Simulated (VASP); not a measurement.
Here is a VASP 6.6.1 calculation.

Contents of INCAR:

```
SYSTEM = Ir
ALGO = Normal
BPARAM = 20.0
CPARAM = 0.0093
EDIFF = 1E-6
ENCUT = 520
GGA = PS
ISIF = 2
ISMEAR = 1
IVDW_NL = 2
LASPH = .TRUE.
LCHARG = .FALSE.
LMAXMIX = 4
LREAL = .FALSE.
LUSE_VDW = .TRUE.
LWAVE = .FALSE.
NELM = 80
PREC = Accurate
SIGMA = 0.2
```

The input KPOINTS:

```
k-points
0
G
  12 12 12
  0 0 0
```

The input POSCAR:

```
Ir
1.0
    0.0000000000      1.9156000000      1.9156000000
    1.9156000000      0.0000000000      1.9156000000
    1.9156000000      1.9156000000      0.0000000000
Ir
1
Direct
    0.0000000000      0.0000000000      0.0000000000
```

KPOINTS_OPT

```
path GXWKGLUWLK,UX
10
line-mode
reciprocal
 0.0000000000  0.0000000000  0.0000000000  G
 0.5000000000  0.0000000000  0.5000000000  X

 0.5000000000  0.0000000000  0.5000000000  X
 0.5000000000  0.2500000000  0.7500000000  W

 0.5000000000  0.2500000000  0.7500000000  W
 0.3750000000  0.3750000000  0.7500000000  K

 0.3750000000  0.3750000000  0.7500000000  K
 0.0000000000  0.0000000000  0.0000000000  G

 0.0000000000  0.0000000000  0.0000000000  G
 0.5000000000  0.5000000000  0.5000000000  L

 0.5000000000  0.5000000000  0.5000000000  L
 0.6250000000  0.2500000000  0.6250000000  U

 0.6250000000  0.2500000000  0.6250000000  U
 0.5000000000  0.2500000000  0.7500000000  W

 0.5000000000  0.2500000000  0.7500000000  W
 0.5000000000  0.5000000000  0.5000000000  L

 0.5000000000  0.5000000000  0.5000000000  L
 0.3750000000  0.3750000000  0.7500000000  K

 0.6250000000  0.2500000000  0.6250000000  U
 0.5000000000  0.0000000000  0.5000000000  X
```

Potentials or basis: VASP PAW PBE potentials, release 64 (Ir).

Command:

```bash
$ cat potpaw_PBE.64/Ir/POTCAR > POTCAR
$ mpirun -np 1 vasp_std > vasp.out
```

(1) What does it give for the band gap along the path?

(2) What does it give for the pressure?

## Answers

(1) none (metal or under the smearing width).

(2) -0.6 GPa.

Caveat: the PAW data sets were made with another functional, which shifts forces and pressure a little; spin-orbit coupling is left out, which moves the levels of the heavy elements; pairwise dispersion overbinds metals, which lowers pressure and volume.
